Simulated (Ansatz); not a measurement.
The system is MgSi.

```
CELL_PARAMETERS angstrom
2.90839 0.00000 0.00000
0.00000 2.90839 0.00000
0.00000 0.00000 4.10343
ATOMIC_POSITIONS crystal
Si 0.50000 0.50000 0.50000
Mg 0.00000 0.00000 0.00000
```

The cell comes from a database or a generator and needn't be the stable form of this composition.

```yaml
Program: Ansatz 0.2.0
Task: relaxation of cell and atoms
Functional: LDA
Potentials_or_basis: Ansatz PAW
Cutoff: "420 eV (not typed: the program's choice for these potentials)"
k_mesh: 9 × 9 × 7
Occupations: fermi-dirac, width 0.05 eV
Spin: no spin polarisation
```

At the start: volume 17.35 Å³/atom.

**Question.** Where does the relaxation end?

**Answer.** It ends after 7 steps and the volume is 16.67 Å³/atom (-3.9 %); space group P4/mmm (No. 123, to 0.05 Å).

Step by step:
```csv
step,energy change (eV),largest force (eV/Å),volume (Å³)
1,0.0000,0.0000,34.71
2,-0.0430,0.0000,33.05
3,-0.0452,0.0000,33.21
4,-0.0458,0.0000,33.33
5,-0.0458,0.0000,33.34
6,-0.0458,0.0000,33.34
7,-0.0457,0.0000,33.34
```

Final structure:
```cif
data_structure
_symmetry_space_group_name_H-M 'P 1'
_symmetry_Int_Tables_number 1
_cell_length_a 2.9399
_cell_length_b 2.9399
_cell_length_c 3.8572
_cell_angle_alpha 90.000
_cell_angle_beta 90.000
_cell_angle_gamma 90.000
_cell_volume 33.34
loop_
_atom_site_label
_atom_site_type_symbol
_atom_site_fract_x
_atom_site_fract_y
_atom_site_fract_z
_atom_site_occupancy
Si1 Si 0.50000 0.50000 0.50000 1
Mg1 Mg 0.00000 0.00000 0.00000 1
```

Caveat: the plane-wave basis is chosen anew once the cell has moved, so the energies of steps on either side of that aren't comparable; the PAW data sets come from PBE, with cores solved anew for the run's functional, which leaves a small shift of forces and pressure.
